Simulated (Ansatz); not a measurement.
**C and the effect of the choice of potentials or basis**

```cif
data_structure
_symmetry_space_group_name_H-M 'P6_3/mmc'
_symmetry_Int_Tables_number 194
_cell_length_a 2.5221
_cell_length_b 2.5221
_cell_length_c 12.3557
_cell_angle_alpha 90.000
_cell_angle_beta 90.000
_cell_angle_gamma 120.000
_cell_volume 68.06
loop_
_atom_site_label
_atom_site_type_symbol
_atom_site_symmetry_multiplicity
_atom_site_Wyckoff_symbol
_atom_site_fract_x
_atom_site_fract_y
_atom_site_fract_z
_atom_site_occupancy
C1 C 4 f 0.66667 0.33333 0.35417 1
C2 C 4 f 0.66667 0.33333 0.47917 1
C3 C 4 e 0.00000 0.00000 0.81250 1
```

Kept alike: task band structure; functional PBE; k mesh 12 × 12 × 3; occupations fermi-dirac, width 0.05 eV; no spin polarisation. Program: Ansatz. Cutoffs run from 420 to 1116 eV. The mesh is that of the run's cell of 12 atoms. No spin-orbit coupling.

| choice of potentials or basis | band gap (eV) | pressure (GPa) |
| --- | --- | --- |
| Ansatz NC | 4.371 | 2.02 |
| Ansatz PAW | 4.367 | 2.08 |
| Ansatz PAW (files of its older set among them) | 4.364 | 2.05 |
| JTH PAW | 4.357 | 1.42 |
| PseudoDojo standard (PBE files) | 4.415 | 2.44 |
| PseudoDojo stringent (PBE files) | 4.415 | 2.44 |
| SPMS NC | 4.415 | 2.57 |
| SSSP efficiency PAW | 4.375 | 2.56 |

Pressure is positive in compression, with a Pulay correction for the finite cutoff. Gaps are the smaller of the mesh's and the band path's.

**Question.** What does the choice of potentials or basis change here?

**Answer.** The band gap runs from 4.357 (JTH PAW) to 4.415 eV (PseudoDojo standard (PBE files); PseudoDojo stringent (PBE files); SPMS NC). The pressure runs from 1.42 (JTH PAW) to 2.57 GPa (SPMS NC).

The cell is a six-layer polytype of diamond, a fully sp3-bonded network, and its wide gap separates bonding from antibonding states of strong C–C bonds. These valence states are described almost equally well by every dataset, so the gap hardly moves. The small spread doesn't follow the formalism: Ansatz NC lies with the PAW sets, not with the other norm-conserving ones, which points to how each potential was constructed. The identical PseudoDojo rows probably reflect the same carbon file in both sets.

Pressure varies more in relative terms, but diamond-like carbon is so stiff that these differences correspond to very small changes in equilibrium lattice constant. The positive sign throughout means that every dataset would expand the cell slightly. Pressure doesn't explain the gap differences either, since SSSP pairs one of the highest pressures with a gap close to the Ansatz values. Agreement between datasets says nothing about the accuracy of the gap itself, which a semilocal functional is expected to underestimate in all rows alike.
